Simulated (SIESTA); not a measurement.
**Cl under changes of volume**

One of the cells (29.048 Å³/atom); the others are scaled copies at fixed shape and fractional positions:

```
Cl
1.0
     3.14500   -2.25000    0.00000
     3.14500    2.25000    0.00000
     0.00000    0.00000    8.21000
Cl
4
Cartesian
  3.1450 0.5850 3.2840
  3.1450 1.6650 7.3890
  3.1450 -0.5850 4.9260
  3.1450 -1.6650 0.8210
```

```yaml
Program: SIESTA 5.4.2
Functional: LDA
Potentials_or_basis: PseudoDojo 0.4 standard (LDA files)
Basis: DZP (energy shift 0.003 Ry)
Grid_cutoff: 800 Ry
Energy_shift: 0.003 Ry
k_mesh: 7 × 7 × 4
Occupations: fermi-dirac, width 0.05 eV
Spin: no spin polarisation
```

| volume (Å³/atom) | energy over the lowest point (meV/atom) | pressure (GPa) | gap on the mesh (eV) | largest force (eV/Å) |
| --- | --- | --- | --- | --- |
| 27.305 | 0.00 | -0.7 | 2.56 | 1.392 |
| 27.886 | 3.65 | -1.3 | 2.47 | 1.086 |
| 28.467 | 9.63 | -1.9 | 2.39 | 0.801 |
| 29.048 | ? | ? | ? | ? |
| 29.629 | 27.54 | -3.0 | 2.24 | 0.299 |
| 30.210 | 39.03 | -3.4 | 2.17 | 0.124 |
| 30.791 | 51.96 | -3.7 | 2.10 | 0.210 |

What does the run at 29.048 Å³/atom give?

Energy over the lowest point 17.67 meV/atom; pressure -2.5 GPa; gap on the mesh 2.31 eV; largest force 0.537 eV/Å.

Worked out: A Birch-Murnaghan fit of order 3 (a polynomial in V^(-2/3)) to the other rows has its minimum at 26.80 Å³/atom, just outside them, with B0 = V·E''(V) = 37 GPa and B' = 4.5 at fixed shape and positions, which overstates the stiffness. It gives 17.67 meV/atom at 29.048 Å³/atom, against the run's 17.67, and -dE/dV = -2.5 GPa, against -2.5. A straight line through the other rows of the gap, of slope -3.8 eV per unit of ln V, gives 2.32 eV, against the run's 2.31.

Energies are extrapolated to zero smearing.

Caveats: an odd mesh through Γ misses points on the zone boundary, where band edges often lie; the basis of atomic orbitals isn't converged, which shifts pressures, moduli and gaps; forces of over 1 eV/Å show positions far from the minimum, so gaps and moduli don't describe the material at rest (some runs).
